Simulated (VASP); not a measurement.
Data:

```
Li3N
1.0
    1.77999    -3.08303     0.00000
    1.77999     3.08303     0.00000
    0.00000     0.00000     3.78888
Li N
3 1
Direct
  0.33333   0.66667   0.00000
  0.66667   0.33333   0.00000
  0.00000   0.00000   0.50000
  0.00000   0.00000   0.00000
```

These are PBE GGA, VASP's PBE PAW potentials (set 64) (plane waves; VASP 6.6.1) values and carry that method's errors. Numerical set-up: 600 eV cut-off, 6×6×6 Γ-centred mesh, Gaussian smearing of 0.050 eV, potentials Li_sv N.

Question: Give the stress tensor in GPa (positive for a compressed cell).

Answer: 
```
3.63  0.00  0.00
0.00  3.63  0.00
0.00  0.00  3.57
```
The pressure is its mean diagonal, 3.61 GPa.

The compound is Li3N in the alpha structure. This cell was strained or had an atom moved on purpose.
